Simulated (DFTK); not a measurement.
P:

```
P
1.0
     1.64774   -5.46504    0.00000
     1.64774    5.46504    0.00000
     0.00000    0.00000    4.54364
P
4
Direct
  0.90414 0.09586 0.58882
  0.09586 0.90414 0.41118
  0.59586 0.40414 0.08882
  0.40414 0.59586 0.91118
```

- Program: DFTK 0.8.2
- Task: single point
- Functional: PBEsol
- Potentials or basis: dojo.nc.sr.pbesol.v0_4_1.standard.upf (PBEsol)
- Cutoff: 762 eV
- k mesh: 8 × 8 × 6
- Occupations: fermi-dirac, width 0.05 eV
- Spin: no spin polarisation

On this cell: pressure -0.6 GPa; largest force 0.297 eV/Å; band gap on the k mesh 0.01 eV, direct.

The same run follows on a disturbed copy (atoms moved at random, drawn with an rms of 0.05 Å):

```
P
1.0
     1.64774   -5.46504    0.00000
     1.64774    5.46504    0.00000
     0.00000    0.00000    4.54364
P
4
Direct
  0.91262 0.10718 0.59324
  0.09423 0.90635 0.41410
  0.59181 0.40672 0.09350
  0.40068 0.58277 0.90595
```

Question: What does the disturbed cell give?

Answer: The energy moves by +22.7 meV/atom; pressure 1.3 GPa; largest force 1.401 eV/Å; band gap on the k mesh 0.23 eV, direct.

Forces in eV/Å, atoms in the order of the input:
```
P   -0.736 -0.015 -0.691
P   -0.026 -0.011  0.181
P    0.036 -0.894 -0.257
P    0.727  0.920  0.768
```

Stress tensor (GPa, compression positive):
```
-0.07 -0.13  1.73
-0.13  2.37  0.13
 1.73  0.13  1.64
```

A k mesh can miss the band edges.
